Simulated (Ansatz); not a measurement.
# ZrB2: the cost of one run

Computed with Ansatz 0.2.0 (DFT PBE, scalar-relativistic, plane waves, PAW, unless a step's input says otherwise).

2 further runs of the same task are left out: 1 that didn't finish, 1 set aside as unsound or not needed.

## (1) Starting point

Symmetry: P6/mmm, No. 191, hexagonal system. Conventional cell: a = 3.172 Å, b = 3.172 Å, c = 3.541 Å, α = 90.00°, β = 90.00°, γ = 120.00°. Zr (site symmetry 6/mmm) has 12 B at 2.55 Å as nearest neighbours. B (site symmetry -6m2) is surrounded by 3 B at 1.83 Å and 6 Zr at 2.55 Å.

Structure file:

```
Zr B
1.0
     3.17164    0.00000    0.00000
    -1.58582    2.74672    0.00000
     0.00000    0.00000    3.54075
Zr B
1 2
Direct
  0.00000 0.00000 0.00000
  0.33333 0.66667 0.50000
  0.66667 0.33333 0.50000
```

It is the end of an earlier relaxation with the same method, from a generated guess; it needn't be the stable form of this composition. At a tolerance of 0.05 Å it has space group P6/mmm (No. 191); it has 10.28 Å³/atom, an uncorrected energy of -1.02 eV/atom over the elements.

## (2) Static run: bands, density of states and charges

Input file input.yaml:

```yaml
crystal:
  lattice:
    - [3.1716352898, 2.9e-09, 0.0]
    - [-1.5858176474, 2.746716731, 0.0]
    - [0.0, 0.0, 3.5407540344]
  atoms:
    - { symbol: Zr, position: [0.0, 0.0, 0.0] }
    - { symbol: B, position: [0.3333333333, 0.6666666667, 0.5] }
    - { symbol: B, position: [0.6666666667, 0.3333333333, 0.5] }
basis:
  ecutwfc: 420
kpoints:
  mp_grid: { grid: [18, 18, 14] }
  band_path:
    path:
      - [[0.0, 0.0, 0.0], [0.5, 0.0, 0.0], [0.33333333, 0.33333333, 0.0], [0.0, 0.0, 0.0], [0.0, 0.0, 0.5], [0.5, 0.0, 0.5], [0.33333333, 0.33333333, 0.5], [0.0, 0.0, 0.5]]
      - [[0.5, 0.0, 0.5], [0.5, 0.0, 0.0]]
      - [[0.33333333, 0.33333333, 0.5], [0.33333333, 0.33333333, 0.0]]
    npoints: 14
hamiltonian:
  xc: pbe
scf:
  occupations: { method: gaussian, width: 0.1 }
  n_extra_bands: 7
output:
  forces: true
  stress: true
  eigenvalues: true
  populations: true
  dos: { projected: true, de: 0.02, nscf_kmesh: { grid: [22, 22, 17] } }
  bader: true
```

Run with:

```
$ ansatz run input.yaml --threads 1 --pin off --max-ram 2560MiB --backend cpu --events-out ev --progress --plain --runs-dir out
```

**Question.** How long does this run take on 1 thread of AMD EPYC 9R45 (Zen 5), shared host, and how much memory does it need?

About 15 s, with a peak of 0.49 GiB.
